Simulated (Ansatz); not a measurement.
# CaO (R3m) at 2 levels of theory

One geometry, relaxed with PBE; plane waves with PAW potentials in Ansatz, scalar-relativistic. No spin polarisation. Gaps are the least over mesh and band path; pressure is positive in compression.

Space group R3m:H (No. 160). a = 3.350 Å, b = 3.350 Å, c = 17.480 Å, α = 90.00°, β = 90.00°, γ = 120.00°
```
atom  site  symmetry       x       y       z
  Ca    3a        3m  0.3333  0.6667  0.0822
  Ca    3a        3m  0.3333  0.6667  0.2517
   O    3a        3m  0.0000  0.0000  0.0011
   O    3a        3m  0.6667  0.3333  0.1650
```

```tsv
level	cutoff (eV)	k mesh	gap (eV)	pressure (GPa)
PBE	420	12×12×12	3.70	0.0
```

Question: What comes out on the same cell with r2SCAN?

Answer:
```csv
level,cutoff (eV),k mesh,gap (eV),pressure (GPa)
r2SCAN,500,12×12×12,4.22,-2.6
```

The cell was found from a structure generator's guess, not taken from experiment.
